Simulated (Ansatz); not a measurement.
The calculation used DFT PBE, scalar-relativistic, plane waves, PAW (Ansatz 0.2.0). All cells share a 420 eV cutoff and Γ-centred k meshes spaced at most about 0.3 Å⁻¹ (about 0.25 or finer for metals, 2π included). No spin polarisation.

Energies over the elements count from the elements' standard structures at the same level, with no fitted energy shifts.

Temperature and zero-point effects are left out. No dispersion correction is applied, so the spacing and binding between layers, chains or molecules are poorly described (Be2S Pnma, BeS2 P-42_1m, Be2S5 P3m1, BeS4 Cmmm, BeS5 P4/mmm). The reference form of S is held partly by dispersion forces, which this level lacks.

Other known phases may be missing.

**Question.** Which compounds of Be and S are stable? The compositions tried were Be7S, Be6S, Be4S, Be3S, Be2S, Be3S2, BeS, Be2S3, Be3S5, BeS2, Be2S5, BeS3, BeS4, BeS5.

**Answer.** Stable among them, with formation energies: BeS (F-43m, -1.07 eV/atom). Nearest above the hull: BeS2 (128 meV/atom above the hull); Be2S5 (154 meV/atom above the hull); Be2S3 (208 meV/atom above the hull).

Some candidate types were left out of the draw beforehand, so a known form may be missing.
